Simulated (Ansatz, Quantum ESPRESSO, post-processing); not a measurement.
# Band offsets of the AlP/MgS(110) superlattice, 5 + 5 layers, a = 5.493 Å, part 6 of 7

How do the band edges meet in the AlP/MgS(110) superlattice, 5 + 5 layers, a = 5.493 Å?

Quantum ESPRESSO 7.5; plane-wave DFT, LDA, GBRV ultrasoft pseudopotentials; cross-check by Ansatz 0.2.0 with PAW datasets.

So far. Step 3 (SCF with pw.x of bulk AlP): The run needed 8 iterations to bring the estimated error under 1e-07 Ry. Step 11 (Ground state of the superlattice): The run needed 19 iterations to bring the estimated error under 1e-07 Ry; the largest force on any atom, held or free, is 0.90 eV/Å.

### Step 14. Projections on atomic orbitals

projwfc.x splits the states by atom and orbital; the spilling says how much the atomic basis misses.

The input, pdos.in:

```
&projwfc
  prefix = 'ab'
  outdir = './out'
  filpdos = 'pdos'
  Emin = 2.777
  Emax = 9.777
  DeltaE = 0.05
  ngauss = 0
  degauss = 0.006
/
```

Started as:

```
$ OMP_NUM_THREADS=1 mpirun -n 4 projwfc.x -in pdos.in > pdos.out
```

Numbers of over 12 decimals in the logs are rounded to 6 here.

What it wrote:

```text
[banner, memory and clock lines left out]
Program PROJWFC v.7.5 starts

          URL

     ./out/ab.save/

     IMPORTANT: XC functional enforced from input :
     Exchange-correlation= PZ
                           (   1   1   0   0   0   0   0)
     Any further DFT definition will be discarded
     Please, verify this is what you really want

     Gaussian broadening (read from input): ngauss,degauss=   0    0.006000

     Calling projwave ....
     one sub-group per band group will be used

     linear algebra parallelized on   4 procs

  Problem Sizes
  natomwfc =           85
  nx       =           43
  nbnd     =           72
  nkstot   =           20
  npwx     =         3017
  nkb      =          320

     Atomic states used for projection
     (read from pseudopotential files):

     state #   1: atom   1 (Al ), wfc  1 (l=0 m= 1)
     state #   2: atom   1 (Al ), wfc  2 (l=1 m= 1)
     state #   3: atom   1 (Al ), wfc  2 (l=1 m= 2)
     state #   4: atom   1 (Al ), wfc  2 (l=1 m= 3)
     state #   5: atom   2 (P  ), wfc  1 (l=0 m= 1)
     state #   6: atom   2 (P  ), wfc  2 (l=1 m= 1)
     state #   7: atom   2 (P  ), wfc  2 (l=1 m= 2)
     state #   8: atom   2 (P  ), wfc  2 (l=1 m= 3)
     state #   9: atom   3 (Al ), wfc  1 (l=0 m= 1)
     state #  10: atom   3 (Al ), wfc  2 (l=1 m= 1)
     state #  11: atom   3 (Al ), wfc  2 (l=1 m= 2)
     state #  12: atom   3 (Al ), wfc  2 (l=1 m= 3)
     state #  13: atom   4 (P  ), wfc  1 (l=0 m= 1)
     state #  14: atom   4 (P  ), wfc  2 (l=1 m= 1)
     state #  15: atom   4 (P  ), wfc  2 (l=1 m= 2)
     state #  16: atom   4 (P  ), wfc  2 (l=1 m= 3)
     state #  17: atom   5 (Al ), wfc  1 (l=0 m= 1)
     state #  18: atom   5 (Al ), wfc  2 (l=1 m= 1)
     state #  19: atom   5 (Al ), wfc  2 (l=1 m= 2)
     state #  20: atom   5 (Al ), wfc  2 (l=1 m= 3)
     state #  21: atom   6 (P  ), wfc  1 (l=0 m= 1)
     state #  22: atom   6 (P  ), wfc  2 (l=1 m= 1)
     state #  23: atom   6 (P  ), wfc  2 (l=1 m= 2)
     state #  24: atom   6 (P  ), wfc  2 (l=1 m= 3)
     state #  25: atom   7 (Al ), wfc  1 (l=0 m= 1)
     state #  26: atom   7 (Al ), wfc  2 (l=1 m= 1)
     state #  27: atom   7 (Al ), wfc  2 (l=1 m= 2)
     state #  28: atom   7 (Al ), wfc  2 (l=1 m= 3)
     state #  29: atom   8 (P  ), wfc  1 (l=0 m= 1)
     state #  30: atom   8 (P  ), wfc  2 (l=1 m= 1)
     state #  31: atom   8 (P  ), wfc  2 (l=1 m= 2)
     state #  32: atom   8 (P  ), wfc  2 (l=1 m= 3)
     state #  33: atom   9 (Al ), wfc  1 (l=0 m= 1)
     state #  34: atom   9 (Al ), wfc  2 (l=1 m= 1)
     state #  35: atom   9 (Al ), wfc  2 (l=1 m= 2)
     state #  36: atom   9 (Al ), wfc  2 (l=1 m= 3)
     state #  37: atom  10 (P  ), wfc  1 (l=0 m= 1)
     state #  38: atom  10 (P  ), wfc  2 (l=1 m= 1)
     state #  39: atom  10 (P  ), wfc  2 (l=1 m= 2)
     state #  40: atom  10 (P  ), wfc  2 (l=1 m= 3)
     state #  41: atom  11 (Mg ), wfc  1 (l=0 m= 1)
     state #  42: atom  11 (Mg ), wfc  2 (l=1 m= 1)
     state #  43: atom  11 (Mg ), wfc  2 (l=1 m= 2)
     state #  44: atom  11 (Mg ), wfc  2 (l=1 m= 3)
     state #  45: atom  11 (Mg ), wfc  3 (l=0 m= 1)
     state #  46: atom  12 (S  ), wfc  1 (l=0 m= 1)
     state #  47: atom  12 (S  ), wfc  2 (l=1 m= 1)
     state #  48: atom  12 (S  ), wfc  2 (l=1 m= 2)
     state #  49: atom  12 (S  ), wfc  2 (l=1 m= 3)
     state #  50: atom  13 (Mg ), wfc  1 (l=0 m= 1)
     state #  51: atom  13 (Mg ), wfc  2 (l=1 m= 1)
     state #  52: atom  13 (Mg ), wfc  2 (l=1 m= 2)
     state #  53: atom  13 (Mg ), wfc  2 (l=1 m= 3)
     state #  54: atom  13 (Mg ), wfc  3 (l=0 m= 1)
     state #  55: atom  14 (S  ), wfc  1 (l=0 m= 1)
     state #  56: atom  14 (S  ), wfc  2 (l=1 m= 1)
     state #  57: atom  14 (S  ), wfc  2 (l=1 m= 2)
     state #  58: atom  14 (S  ), wfc  2 (l=1 m= 3)
     state #  59: atom  15 (Mg ), wfc  1 (l=0 m= 1)
     state #  60: atom  15 (Mg ), wfc  2 (l=1 m= 1)
     state #  61: atom  15 (Mg ), wfc  2 (l=1 m= 2)
     state #  62: atom  15 (Mg ), wfc  2 (l=1 m= 3)
     state #  63: atom  15 (Mg ), wfc  3 (l=0 m= 1)
     state #  64: atom  16 (S  ), wfc  1 (l=0 m= 1)
     state #  65: atom  16 (S  ), wfc  2 (l=1 m= 1)
     state #  66: atom  16 (S  ), wfc  2 (l=1 m= 2)
     state #  67: atom  16 (S  ), wfc  2 (l=1 m= 3)
     state #  68: atom  17 (Mg ), wfc  1 (l=0 m= 1)
     state #  69: atom  17 (Mg ), wfc  2 (l=1 m= 1)
     state #  70: atom  17 (Mg ), wfc  2 (l=1 m= 2)
     state #  71: atom  17 (Mg ), wfc  2 (l=1 m= 3)
     state #  72: atom  17 (Mg ), wfc  3 (l=0 m= 1)
     state #  73: atom  18 (S  ), wfc  1 (l=0 m= 1)
     state #  74: atom  18 (S  ), wfc  2 (l=1 m= 1)
     state #  75: atom  18 (S  ), wfc  2 (l=1 m= 2)
     state #  76: atom  18 (S  ), wfc  2 (l=1 m= 3)
     state #  77: atom  19 (Mg ), wfc  1 (l=0 m= 1)
     state #  78: atom  19 (Mg ), wfc  2 (l=1 m= 1)
     state #  79: atom  19 (Mg ), wfc  2 (l=1 m= 2)
     state #  80: atom  19 (Mg ), wfc  2 (l=1 m= 3)
     state #  81: atom  19 (Mg ), wfc  3 (l=0 m= 1)
     state #  82: atom  20 (S  ), wfc  1 (l=0 m= 1)
     state #  83: atom  20 (S  ), wfc  2 (l=1 m= 1)
     state #  84: atom  20 (S  ), wfc  2 (l=1 m= 2)
     state #  85: atom  20 (S  ), wfc  2 (l=1 m= 3)

[... projections of each state ...]
Lowdin Charges:

     Atom #   1: total charge =   2.6133, s =  0.8742,
     Atom #   1: total charge =   2.6133, p =  1.7391, pz=  0.5493, px=  0.5780, py=  0.6118,
     Atom #   2: total charge =   5.6455, s =  1.4442,
     Atom #   2: total charge =   5.6455, p =  4.2013, pz=  1.4889, px=  1.3955, py=  1.3169,
     Atom #   3: total charge =   2.6277, s =  0.8602,
     Atom #   3: total charge =   2.6277, p =  1.7676, pz=  0.5946, px=  0.5871, py=  0.5859,
     Atom #   4: total charge =   5.3315, s =  1.3700,
     Atom #   4: total charge =   5.3315, p =  3.9615, pz=  1.3179, px=  1.3232, py=  1.3204,
     Atom #   5: total charge =   2.6141, s =  0.8604,
     Atom #   5: total charge =   2.6141, p =  1.7537, pz=  0.5823, px=  0.5816, py=  0.5897,
     Atom #   6: total charge =   5.3280, s =  1.3683,
     Atom #   6: total charge =   5.3280, p =  3.9597, pz=  1.3269, px=  1.3174, py=  1.3154,
     Atom #   7: total charge =   2.6278, s =  0.8602,
     Atom #   7: total charge =   2.6278, p =  1.7676, pz=  0.5946, px=  0.5871, py=  0.5859,
     Atom #   8: total charge =   5.3315, s =  1.3700,
     Atom #   8: total charge =   5.3315, p =  3.9615, pz=  1.3179, px=  1.3232, py=  1.3204,
     Atom #   9: total charge =   2.6133, s =  0.8743,
     Atom #   9: total charge =   2.6133, p =  1.7391, pz=  0.5493, px=  0.5780, py=  0.6118,
     Atom #  10: total charge =   5.6456, s =  1.4442,
     Atom #  10: total charge =   5.6456, p =  4.2013, pz=  1.4889, px=  1.3955, py=  1.3169,
     Atom #  11: total charge =   8.5934, s =  2.5942,
     Atom #  11: total charge =   8.5934, p =  5.9992, pz=  1.9997, px=  1.9997, py=  1.9998,
     Atom #  12: total charge =   6.9490, s =  1.7481,
     Atom #  12: total charge =   6.9490, p =  5.2009, pz=  1.6702, px=  1.7353, py=  1.7955,
     Atom #  13: total charge =   8.5940, s =  2.5945,
     Atom #  13: total charge =   8.5940, p =  5.9995, pz=  1.9998, px=  1.9998, py=  1.9999,
     Atom #  14: total charge =   7.2657, s =  1.8321,
     Atom #  14: total charge =   7.2657, p =  5.4337, pz=  1.8149, px=  1.8082, py=  1.8105,
     Atom #  15: total charge =   8.6002, s =  2.6006,
     Atom #  15: total charge =   8.6002, p =  5.9996, pz=  1.9999, px=  1.9999, py=  1.9999,
     Atom #  16: total charge =   7.2679, s =  1.8315,
     Atom #  16: total charge =   7.2679, p =  5.4364, pz=  1.8103, px=  1.8130, py=  1.8132,
     Atom #  17: total charge =   8.5940, s =  2.5945,
     Atom #  17: total charge =   8.5940, p =  5.9995, pz=  1.9998, px=  1.9998, py=  1.9999,
     Atom #  18: total charge =   7.2657, s =  1.8321,
     Atom #  18: total charge =   7.2657, p =  5.4337, pz=  1.8149, px=  1.8082, py=  1.8105,
     Atom #  19: total charge =   8.5934, s =  2.5942,
     Atom #  19: total charge =   8.5934, p =  5.9992, pz=  1.9997, px=  1.9997, py=  1.9998,
     Atom #  20: total charge =   6.9490, s =  1.7481,
     Atom #  20: total charge =   6.9490, p =  5.2010, pz=  1.6702, px=  1.7353, py=  1.7955,
     Spilling Parameter:   0.0079
```

Run time: 4 s. Hardware: 4 MPI ranks of Arm Neoverse V1, shared host; peak memory 0.33 GiB.

Read from the output:

* spilling of the projection: 0.0079

The density of states has structure finer than the step of the table below, so its rows give means over 0.2 eV, whole bins alone (the curve runs from -3.00 to 2.65 eV). Peaks (eV: height): -2.15: 15.6, -1.55: 11.2, 1.40: 4.65, 2.55: 13.6.

Gaussian width 0.006 Ry; cut where the computed bands begin to run out. Table of density of states by energy, zero at the Fermi level; means over each step:

energy (eV), density of states (states/eV a cell) and a bar:
```
     -2.8       14.3 ##############################
     -2.6       11.9 #########################
     -2.4        8.7 ##################
     -2.2       12.3 ##########################
     -2.0        9.9 #####################
     -1.8        6.7 ##############
     -1.6        8.9 ###################
     -1.4        6.6 ##############
     -1.2        4.5 #########
     -1.0        0.8 ##
     -0.8        0.1 
     -0.6        0.0 
     -0.4        0.0 
     -0.2        0.0 
      0.0        0.0 
      0.2        0.0 
      0.4        0.0 
      0.6        0.0 
      0.8        0.4 #
      1.0        0.9 ##
      1.2        2.2 #####
      1.4        3.8 ########
      1.6        3.5 #######
      1.8        5.2 ###########
      2.0        7.8 ################
      2.2       10.0 #####################
      2.4       11.3 ########################
```

Projected DOS an atom over height of the atomic layer and energy from the Fermi level. Columns are the atomic layers from the bottom up.

Ten even steps from '0' (0.00 states/eV) to '9' (1.40 states/eV), each cell a mean:
```
5444510101
4444400000
3333300000
2111200000
1111100000
1111100000
0000000000
0000000000
0000000000
0000000000
0000000000
0000000000
0000000000
0000000000
1111100000
4343400000
6464600000
4444400000
9757910001
5535510001
5666522222
4454437873
```
Columns: height of the atomic layer (Å) from 0 to 17.5; rows upwards: energy from the Fermi level (eV) from -3.00 to 2.65.

Löwdin valence electrons by atom:

| atom | Löwdin valence electrons (e) |
| --- | --- |
| Al1 | 2.61 |
| P2 | 5.65 |
| Al3 | 2.63 |
| P4 | 5.33 |
| Al5 | 2.61 |
| P6 | 5.33 |
| Al7 | 2.63 |
| P8 | 5.33 |
| Al9 | 2.61 |
| P10 | 5.65 |
| Mg11 | 8.59 |
| S12 | 6.95 |
| Mg13 | 8.59 |
| S14 | 7.27 |
| Mg15 | 8.60 |
| S16 | 7.27 |
| Mg17 | 8.59 |
| S18 | 7.27 |
| Mg19 | 8.59 |
| S20 | 6.95 |

The atomic orbitals miss 0.8 % of the occupied states; for empty states the projections can miss much more.

### Step 15. The line-up

Each edge is taken over its own crystal's mean potential and then placed on the mean potential of those layers in the superlattice:

| crystal | valence top − mean (eV) | conduction bottom − mean (eV) | mean in the superlattice (eV) |
| --- | --- | --- | --- |
| AlP | 3.691 | 5.168 | 1.262 |
| MgS | 1.927 | 5.498 | 1.352 |

Valence offset = (1.927 + 1.352) − (3.691 + 1.262) = -1.674 eV; conduction offset = 0.419 eV.

### Step 16. Cross-check with Ansatz of bulk AlP

As a check, the same structure is run in Ansatz.

Level of this step: plane-wave DFT, LDA, Ansatz PAW (Ansatz 0.2.0).

The input, input.yaml:

```yaml
crystal:
  lattice:
    - [5.493, 0.0, 0.0]
    - [0.0, 3.8841375491, 0.0]
    - [0.0, 0.0, 3.8841375491]
  atoms:
    - { symbol: Al, position: [0.0, 0.0, 0.0] }
    - { symbol: P, position: [0.25, 0.5, 0.0] }
    - { symbol: Al, position: [0.5, 0.5, 0.5] }
    - { symbol: P, position: [0.75, 0.0, 0.5] }
kpoints:
  mp_grid: { grid: [6, 8, 8] }
hamiltonian:
  xc: lda
scf:
  occupations: { method: fermi_dirac, width: 0.02 }
  convergence: { dr2_threshold: 1.0e-08 }
output:
  eigenvalues: true
checkpoint:
  write: az.a.run
  compress: false
  write_wavefunctions: false
```

Started as:

```
$ ansatz run input.yaml --threads 4 --pin off --max-ram 8192MiB --backend cpu --events-out ev --progress --plain --runs-dir out
```

What it wrote:

```text
[...]
Crystal: 4 atoms, lattice volume = 82.870 Å³
Basis set: ecut = 420 eV, 1659 PW (Γ)
Bands: 12, of which v1, the nominal top of the filled ones, is band 8 counted from 1 (7 counted from 0)
Symmetry: 16 space group operations
[...]
k-points: 60 of 384 (time reversal used)
[...]
SCF iter   1: F=—  HF=-2480.066447 eV  |F-HF|=—  |Δ(HF+E_count)|=         —  Δρ=4.41e-3  dr2=1.75e-2  ethr=1.77e-3  ⟨swp⟩=8.0  Hψ=6005  notcnv=0
[...]
SCF iter   6: F=-2480.060990 eV  HF=-2480.060990 eV  |F-HF|=5.24e-10  |Δ(HF+E_count)|=  4.35e-10  Δρ=7.17e-7  dr2=5.88e-10  ethr=6.25e-11  ⟨swp⟩=4.1  Hψ=2848  notcnv=0
SCF 1 converged in 6 iterations: F = -2480.060990 eV  dr2 = 5.88e-10
[...]
SCF converged after 6 iterations
Free energy (F): -2480.060990 eV
[...]
Internal energy: -2480.060990 eV  (E = F + TS)
E sigma→0 (E₀):  -2480.060990 eV
Fermi energy:    5.436305 eV
[...]
--- Band table (eV; the first three rows and the last of 60) ---
  k-point 0: bands = [... 4 lower, 2.6154, 4.6927, 4.6928, 4.6928, 6.1738, 7.0297, 7.6457, 9.1433]
  k-point 1: bands = [... 4 lower, 2.7097, 3.8639, 4.4174, 4.6658, 6.5422, 7.7634, 8.2008, 9.1178]
  k-point 2: bands = [... 4 lower, 2.4870, 2.9809, 3.6908, 4.5494, 7.0120, 8.7035, 9.2607, 9.5674]
  k-point 59: bands = [... 4 lower, 1.5513, 1.5513, 1.9040, 1.9040, 8.9062, 8.9062, 10.4419, 10.4419]
```

It took 2.6 s on 4 threads; peak memory 0.38 GiB.

Read from the output:

| Quantity | Value |
| --- | --- |
| free energy | -2480.0610 eV |
| Fermi energy | 5.436 eV |
| gap by band count | 1.481 eV |
| symmetry operations | 16 |

### Step 17. Cross-check with Ansatz of bulk MgS

input.yaml, the sections that differ from step 16:

```yaml
crystal:
  lattice:
    - [5.493, 0.0, 0.0]
    - [0.0, 3.8841375491, 0.0]
    - [0.0, 0.0, 3.8841375491]
  atoms:
    - { symbol: Mg, position: [0.0, 0.0, 0.0] }
    - { symbol: S, position: [0.25, 0.5, 0.0] }
    - { symbol: Mg, position: [0.5, 0.5, 0.5] }
    - { symbol: S, position: [0.75, 0.0, 0.5] }
checkpoint:
  write: az.b.run
  compress: false
  write_wavefunctions: false
# kpoints, hamiltonian, scf, output: as in step 16
```

What it wrote:

```text
[...]
Crystal: 4 atoms, lattice volume = 82.870 Å³
Basis set: ecut = 420 eV, 1659 PW (Γ)
Bands: 20, of which v1, the nominal top of the filled ones, is band 16 counted from 1 (15 counted from 0)
Symmetry: 16 space group operations
[...]
k-points: 60 of 384 (time reversal used)
[...]
SCF iter   1: F=—  HF=-5547.973748 eV  |F-HF|=—  |Δ(HF+E_count)|=         —  Δρ=6.31e-3  dr2=2.16e-2  ethr=1.77e-3  ⟨swp⟩=6.2  Hψ=6080  notcnv=0
[...]
SCF iter   7: F=-5547.957872 eV  HF=-5547.957872 eV  |F-HF|=1.25e-9  |Δ(HF+E_count)|=   3.42e-9  Δρ=1.48e-6  dr2=1.64e-9  ethr=3.13e-11  ⟨swp⟩=3.0  Hψ=2755  notcnv=0
SCF 1 converged in 7 iterations: F = -5547.957872 eV  dr2 = 1.64e-9
[...]
SCF converged after 7 iterations
Free energy (F): -5547.957872 eV
[...]
Internal energy: -5547.957872 eV  (E = F + TS)
E sigma→0 (E₀):  -5547.957872 eV
Fermi energy:    5.504504 eV
[...]
--- Band table (eV; the first three rows and the last of 60) ---
  k-point 0: bands = [... 12 lower, 2.5472, 3.7114, 3.7114, 3.7114, 7.2817, 7.3599, 9.2350, 11.6739]
  k-point 1: bands = [... 12 lower, 2.6126, 3.2058, 3.5970, 3.7028, 7.6396, 7.8757, 9.6626, 11.5042]
  k-point 2: bands = [... 12 lower, 2.2662, 2.7954, 3.2572, 3.6583, 8.3212, 8.8471, 10.7416, 11.2589]
  k-point 59: bands = [... 12 lower, 1.5890, 1.5890, 2.1770, 2.1770, 9.1041, 9.1041, 11.8275, 11.8275]
```

Wall time 2.5 s (4 threads); peak memory 0.4 GiB; 9.4 s of CPU time.

This step gave:

| Item | Value |
| --- | --- |
| free energy | -5547.9579 eV |
| Fermi energy | 5.505 eV |
| gap by band count | 3.570 eV |

### Step 18. Offsets by Ansatz's align-bands

Level of this step: band offsets by ansatz align-bands; plane-wave DFT, LDA, Ansatz PAW (Ansatz 0.2.0).

The input, align.yaml:

```yaml
offset:
  left:
    bulk: { run: az.a.run }
    window: [1.942068774529, 5.826206323587]
    period: 3.884137549058
  right:
    bulk: { run: az.b.run }
    window: [11.65241264717, 15.53655019623]
    period: 3.884137549058
  interface: { run: relax.run, axis: 3 }
```

Started as:

```
$ ansatz align-bands align.yaml -- --threads 4 --pin off
```

What it wrote:

```text
valence offset -1.664 eV, conduction offset +0.425 eV (right less left)
  left: levels by lda on the potential of lda; from 1.94 to 5.83 Å its average varies by 0.0099 eV and climbs by +0.0000; the bulk's density to 0.00 %
  right: levels by lda on the potential of lda; from 11.65 to 15.54 Å its average varies by 0.0132 eV and climbs by -0.0000; the bulk's density to 0.00 %
  line-up -0.4176 eV
```

Run time: 19 s. Hardware: 4 threads.

Numbers from this step:

- valence offset: -1.664 eV
- conduction offset: 0.4255 eV
- step of the mean potential: -0.4176 eV
- first crystal's valence top on the superlattice's zero: 5.033 eV
- first crystal's conduction bottom on that zero: 6.514 eV
- second crystal's valence top on the superlattice's zero: 3.369 eV
- second crystal's conduction bottom on that zero: 6.939 eV

The step of the mean potential differs from pw.x's, since each set of potentials has its own local parts; only the offsets compare.

### Step 19. All levels side by side

All levels:

| level | valence offset (eV) | conduction offset (eV) | CPU time (s) |
| --- | --- | --- | --- |
| QE LDA GBRV ultrasoft | -1.674 | 0.419 | 1767 |
| Ansatz LDA PAW | -1.664 | 0.4255 | 115.8 |

The times are CPU seconds on a shared host, for the superlattice and both crystals; the codes use unlike cutoffs and datasets, and Ansatz's time holds its run of the superlattice.

(Continued in part 7 of 7.)

[Logs are printed without paths, hosts, clocks, repeated set-up lines and the standing remarks that a program may print on its own settings, such as how far it seeks lower states.]

[Hosts, paths, dates, database ids (printed as entryN), source tags and the programs' standing remarks are cut or masked in the printed files.]

[Maps of the electrostatic potential energy from Ansatz leave out the sawtooth potential of an applied field or a dipole correction, so their vacuum need not be flat; planar profiles and work functions include it.]
